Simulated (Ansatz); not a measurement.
The system is CdSe.

```
Cd Se
1.0
     0.00000    2.87396    2.87396
     2.87396    0.00000    2.87396
     2.87396    2.87396    0.00000
Cd Se
1 1
Direct
  0.00000 0.00000 0.00000
  0.50000 0.50000 0.50000
```

Measurements of this composition are mostly on another form, of space group No. 186.

- Program: Ansatz 0.2.0
- Task: relaxation of cell and atoms
- Functional: BLYP
- Potentials or basis: Ansatz PAW
- Cutoff: 420 eV (not typed: the program's choice for these potentials)
- k mesh: 8 × 8 × 8
- Occupations: fermi-dirac, width 0.05 eV
- Spin: no spin polarisation

At the start: volume 23.74 Å³/atom.

Problem. How do energy, volume and symmetry change on relaxing?

Solution. It ends after 5 steps and the volume is 25.32 Å³/atom (+6.7 %); space group Fm-3m (No. 225, to 0.05 Å).

Step by step:
| step | energy change (eV) | largest force (eV/Å) | volume (Å³) |
| --- | --- | --- | --- |
| 1 | 0.0000 | 0.0000 | 47.48 |
| 2 | -0.0253 | 0.0000 | 52.31 |
| 3 | -0.0335 | 0.0000 | 50.84 |
| 4 | -0.0336 | 0.0000 | 50.65 |
| 5 | -0.0343 | 0.0000 | 50.65 |

Final structure:
```xyz
2
Lattice="0.0000 2.9366 2.9366 2.9366 0.0000 2.9366 2.9366 2.9366 0.0000" Properties=species:S:1:pos:R:3 pbc="T T T"
Cd    0.0000    0.0000    0.0000
Se    2.9366    2.9366    2.9366
```

Caveat: the plane-wave basis is chosen anew once the cell has moved, so the energies of steps on either side of that aren't comparable; the PAW data sets come from PBE, with cores solved anew for the run's functional, which leaves a small shift of forces and pressure.
